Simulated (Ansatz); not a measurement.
MoS2:

```
Mo S
1.0
     3.16900    0.00000    0.00000
    -1.58450    2.74443    0.00000
     0.00000    0.00000   12.32400
Mo S
2 4
Cartesian
  1.5845 0.9148 9.2430
  0.0000 1.8296 3.0810
  1.5845 0.9148 4.6461
  0.0000 1.8296 10.8081
  1.5845 0.9148 1.5159
  0.0000 1.8296 7.6779
```

Base run:

| Property | Result |
| --- | --- |
| Program | Ansatz 0.2.0 |
| Functional | BLYP |
| Potentials or basis | Ansatz PAW |
| Cutoff | 420 eV (not typed: the program's choice for these potentials) |
| k mesh | 10 × 10 × 3 |
| Occupations | fermi-dirac, width 0.05 eV |
| Spin | no spin polarisation |

Its results: band gap on the k mesh 0.94 eV, indirect (least direct gap 1.86 eV); pressure 9.4 GPa; largest force 0.329 eV/Å.

Q: After a change of settings the same cell gave: band gap on the k mesh 0.96 eV, indirect (least direct gap 1.87 eV); pressure 3.9 GPa; largest force 0.021 eV/Å. Which change was it?
A. functional from BLYP to revPBE
B. functional from BLYP to LDA
C. functional from BLYP to r2SCAN; cutoff from 420 eV (not typed: the program's choice for these potentials) to 500 eV (not typed: the program's choice for these potentials)
D. functional from BLYP to PBEsol

A: A.

Caveats: this functional lacks dispersion, which binds the layers, so the pressure and a relaxed spacing across them are unreliable; the PAW data sets come from PBE, with cores solved anew for the run's functional, which leaves a small shift of forces and pressure.
